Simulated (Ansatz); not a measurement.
Fe3Ge under changes of volume

One of the cells (12.262 Å³/atom); the others are scaled copies at fixed shape and fractional positions:

```
Ge Fe
1.0
     3.66050    0.00000    0.00000
     0.00000    3.66050    0.00000
     0.00000    0.00000    3.66050
Ge Fe
1 3
Cartesian
  0.0000 0.0000 0.0000
  1.8303 0.0000 1.8303
  1.8303 1.8303 0.0000
  0.0000 1.8303 1.8303
```

The cell comes from a database or a generator and needn't be the stable form of this composition.

```yaml
Program: Ansatz 0.2.0
Functional: LDA
Potentials_or_basis: Ansatz PAW
Cutoff: "420 eV (not typed: the program's choice for these potentials)"
k_mesh: 7 × 7 × 7
Occupations: fermi-dirac, width 0.05 eV
Spin: collinear spin, ferromagnetic start
Starting_moments: "[0.0, 3.0, 3.0, 3.0] μB"
```

| volume (Å³/atom) | energy over the lowest point (meV/atom) | pressure (GPa) | moment (μB per cell) |
| --- | --- | --- | --- |
| 11.526 | 0.00 | -8.2 | 6.10 |
| 11.772 | 15.39 | -12.0 | 6.18 |
| 12.017 | 36.32 | -15.4 | 6.23 |
| 12.262 | 62.29 | -18.4 | 6.28 |
| 12.507 | 92.69 | -21.0 | 6.34 |
| 12.752 | ? | ? | ? |
| 12.998 | 163.89 | -24.9 | 6.53 |

**Question.** What does the run at 12.752 Å³/atom give?

**Answer.** Energy over the lowest point 126.77 meV/atom; pressure -23.2 GPa; moment 6.41 μB per cell.

Worked out: A Birch-Murnaghan fit of order 3 (a polynomial in V^(-2/3)) to the other rows has no minimum within the range. It gives 126.61 meV/atom at 12.752 Å³/atom, against the run's 126.77, and -dE/dV = -23.3 GPa, against -23.2. A parabola through the other rows of the moment, of slope 0.34 μB per Å³/atom there, gives 6.44 μB, against the run's 6.41.

Energies are extrapolated to zero smearing.

Caveats: the PAW data sets come from PBE, with cores solved anew for the run's functional, which leaves a small shift of forces and pressure.
